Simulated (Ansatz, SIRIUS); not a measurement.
## Si2W: programs and potentials compared

```
W Si
1.0
    -1.60690    1.60690    3.91495
     1.60690   -1.60690    3.91495
     1.60690    1.60690   -3.91495
W Si
1 2
Direct
  0.00000 0.00000 0.00000
  0.66530 0.66530 0.00000
  0.33470 0.33470 0.00000
```

Alike in all runs: task band structure; functional PBE; k mesh 12 × 12 × 12; occupations fermi-dirac, width 0.05 eV; no spin polarisation; no spin-orbit coupling.

```tsv
program and potentials	plane-wave cutoff (eV)	notes	largest force (eV/Å)
SIRIUS, all-electron FP-LAPW (Koelling-Harmon valence), apw+lo standard	-	-	0.074
SIRIUS, all-electron FP-LAPW (ZORA valence), apw+lo standard	-	-	0.074
Ansatz, all-electron LAPW, scalar-relativistic	-	-	?
```

Q: Estimate from the other rows what the run with Ansatz, all-electron LAPW, scalar-relativistic gave.

A: Largest force 0.073 eV/Å. The other rows, which needn't bracket it: largest force 0.074.
